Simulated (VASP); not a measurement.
**A VASP 6.6.1 single-point calculation on InAs**

INCAR

```
LASPH = .FALSE.
LREAL = .FALSE.
NELM = 120
LCHARG = .FALSE.
NBANDS = 16
LWAVE = .FALSE.
ISMEAR = -1
SIGMA = 0.02
ENCUT = 520
ISIF = 2
PREC = Accurate
NSW = 0
GGA = PE
EDIFF = 1E-7
IBRION = -1
BMIX = 3
```

KPOINTS

```
KPOINTS created by Atomic Simulation Environment
0
Gamma
8 8 8
0 0 0
```

POSCAR

```
In As
 1.0000000000000000
     0.0000000000000000    3.0240445682999999    3.0866526351000001
     3.0240445682999999    0.0000000000000000    3.0866526351000001
     3.0240445682999999    3.0240445682999999    0.0000000000000000
 In  As
   1   1
Cartesian
  0.0000000000000000  0.0000000000000000  0.0000000000000000
  1.5120222841500000  1.5120222841500000  1.5433263175500005
```

The recommended PBE PAW datasets give the neutral cell 18 valence electrons.

Command

```
mpirun -np 1 vasp_std
```

Q: How does this run end, and what does it give?

A: It converged. Results: gap between bands v and c on the k mesh 0.00 eV; least direct gap on the k mesh 0.00 eV; pressure 2.7 GPa. Band v is the last that the valence electrons fill when counted band by band, and c is the next.

OSZICAR

```
N       E                     dE             d eps       ncg     rms          rms(c)
DAV:   1     0.112938836159E+03    0.11294E+03   -0.82888E+03  1904   0.120E+03
DAV:   2    -0.154034657085E+00   -0.11309E+03   -0.10815E+03  2056   0.296E+02
DAV:   3    -0.776002158717E+01   -0.76060E+01   -0.75684E+01  2440   0.753E+01
DAV:   4    -0.795306711804E+01   -0.19305E+00   -0.19299E+00  2400   0.133E+01
DAV:   5    -0.796204094924E+01   -0.89738E-02   -0.89737E-02  2792   0.240E+00    0.440E+00
DAV:   6    -0.782782931470E+01    0.13421E+00   -0.67086E-02  3032   0.447E+00    0.277E+00
DAV:   7    -0.769054337493E+01    0.13729E+00   -0.28569E-01  3024   0.792E+00    0.975E-01
DAV:   8    -0.768551291820E+01    0.50305E-02   -0.51334E-02  2232   0.222E+00    0.326E-01
DAV:   9    -0.768880845133E+01   -0.32955E-02   -0.35413E-03  2368   0.754E-01    0.149E-01
DAV:  10    -0.768959275406E+01   -0.78430E-03   -0.81620E-04  2400   0.350E-01    0.112E-01
DAV:  11    -0.769101068971E+01   -0.14179E-02   -0.24232E-03  2112   0.498E-01    0.196E-01
DAV:  12    -0.769103815359E+01   -0.27464E-04   -0.11312E-04  2600   0.988E-02    0.120E-01
DAV:  13    -0.769106228157E+01   -0.24128E-04   -0.58866E-05  2232   0.712E-02    0.121E-02
DAV:  14    -0.769106572248E+01   -0.34409E-05   -0.33528E-06  2664   0.217E-02    0.214E-02
DAV:  15    -0.769107477100E+01   -0.90485E-05   -0.74649E-06  2248   0.174E-02    0.888E-03
DAV:  16    -0.769107369578E+01    0.10752E-05   -0.22613E-07  2432   0.423E-03    0.311E-03
DAV:  17    -0.769107299647E+01    0.69931E-06   -0.58384E-07  2160   0.539E-03    0.433E-03
DAV:  18    -0.769107303253E+01   -0.36053E-07   -0.60626E-09  1768   0.587E-04
   1 F= -.76910730E+01 E0= -.76910169E+01  d E =-.112237E-03
```

Standard output (part)

```
POSCAR found type information on POSCAR InAs
 POSCAR found :  2 types and       2 ions
 LDA part: xc-table for (Slater+PW92), standard interpolation
 POSCAR, INCAR and KPOINTS ok, starting setup
 WAVECAR not read
 entering main loop
```

For comparison, a separate PBE run of the intended cell, on usual settings and not on those above, gives a gap of 0.00 eV on its mesh and a pressure of 2.6 GPa.
